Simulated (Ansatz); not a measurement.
# N: the cost of one run

Program: Ansatz 0.2.0. G0W0, plane waves. No spin polarisation and no zero-point or thermal motion.

### 1 Starting point

The cell was relaxed beforehand with r2SCAN+rVV10.

Space group P4_2/mnm (No. 136), tetragonal; a = 3.961 Å, c = 5.133 Å in the conventional setting, 20.13 Å³ an atom. Around N lie 1 N at 1.09 Å.

The structure in full:

```
CELL_PARAMETERS angstrom
3.96097 0.00000 0.00000
0.00000 3.96097 0.00000
0.00000 0.00000 5.13318
ATOMIC_POSITIONS crystal
N 0.90241 0.90241 0.00000
N 0.59759 0.40241 0.50000
N 0.09759 0.09759 0.00000
N 0.40241 0.59759 0.50000
```

### 2 130 empty bands, 80 eV

input.yaml reads:

```yaml
crystal:
  lattice:
    - [3.9609740433, 0.0, 0.0]
    - [0.0, 3.9609740433, 0.0]
    - [0.0, 0.0, 5.1331803146]
  atoms:
    - { symbol: "N", position: [0.9024068167, 0.9024068167, 0.0] }
    - { symbol: "N", position: [0.5975931833, 0.4024068167, 0.5] }
    - { symbol: "N", position: [0.0975931833, 0.0975931833, 0.0] }
    - { symbol: "N", position: [0.4024068167, 0.5975931833, 0.5] }
kpoints:
  mp_grid: { grid: [4, 4, 4] }
hamiltonian:
  xc: r2scan
scf:
  occupations: { method: fixed }
gw:
  n_empty_bands: 130
  ecut_chi: 80
  qp_bands: [v2, c2]
  qp_kpoints: band_edges
  screening: { model: contour_deformation }
```

Launch:

```console
> ansatz run input.yaml --threads 2 --pin off --max-ram 3686MiB --backend cpu --events-out ev --progress --plain --runs-dir out
```

Q: Estimate wall time and peak memory on 2 threads of Arm Neoverse V1, shared host.

About 34 s, with a peak of 0.51 GiB.
